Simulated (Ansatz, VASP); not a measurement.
## One calculation of La, two programs

Contents of INCAR:

```
ALGO = Normal ; EDIFF = 1E-6
EDIFFG = -0.005 ; ENCUT = 600
IBRION = 2 ; ISIF = 3
ISMEAR = -1 ; LASPH = T
LCHARG = F ; LREAL = F
LWAVE = F ; NELM = 100
NSW = 45 ; PREC = Accurate
SIGMA = 0.05
```

File KPOINTS:

```
k-points
0
Gamma
  14 14 14
```

Contents of POSCAR:

```
La
1.0
   -2.0232136209      2.0232136209      2.0232136209
    2.0232136209     -2.0232136209      2.0232136209
    2.0232136209      2.0232136209     -2.0232136209
La
1
Direct
    0.0000000000      0.0000000000      0.0000000000
```

Input for Ansatz:

```yaml
crystal:
  lattice:
    - [-2.0232136209, 2.0232136209, 2.0232136209]
    - [2.0232136209, -2.0232136209, 2.0232136209]
    - [2.0232136209, 2.0232136209, -2.0232136209]
  atoms:
    - { symbol: La, position: [0.0, 0.0, 0.0] }
kpoints:
  mp_grid: { grid: [14, 14, 14] }
scf:
  occupations: { method: fermi_dirac, width: 0.05 }
hamiltonian:
  xc: lda
  pseudopotentials:
    kind: all_electron
    lapw: { basis_error: 0.0005 }
    relativity: none
output:
  forces: true
  stress: true
  eigenvalues: true
  populations: true
relax:
  f_tol: 0.005
  max_steps: 25
  cell: {}
```

Alike in both runs: task relaxation of cell and atoms; functional LDA; k mesh 14 × 14 × 14; occupations fermi-dirac, width 0.05 eV; no spin polarisation.

```csv
,VASP,Ansatz
version,VASP 6.6.1,Ansatz 0.2.0
potentials or method,"VASP PAW LDA potentials, release 64 (La)","all-electron LAPW, non-relativistic"
plane-wave cutoff (eV),600,see its input
```

VASP gave:

| Property | Result |
| --- | --- |
| relaxed volume (Å³/atom) | 33.06 |
| relaxed cell length with the largest relative difference (Å) | 3.502 |
| energy change over the relaxation (meV/atom) | 0 |

Task: Which values does Ansatz return?

Result: Relaxed volume (Å³/atom): 24.98; relaxed cell length with the largest relative difference (Å): 3.190; energy change over the relaxation (meV/atom): -159.

One of these differences is far larger than is usual between the two programs; its cause wasn't traced. Ansatz ran all-electron here, so the differences hold the error of VASP's frozen core and of both bases.

Spin-orbit coupling is left out, which matters for the levels of La.
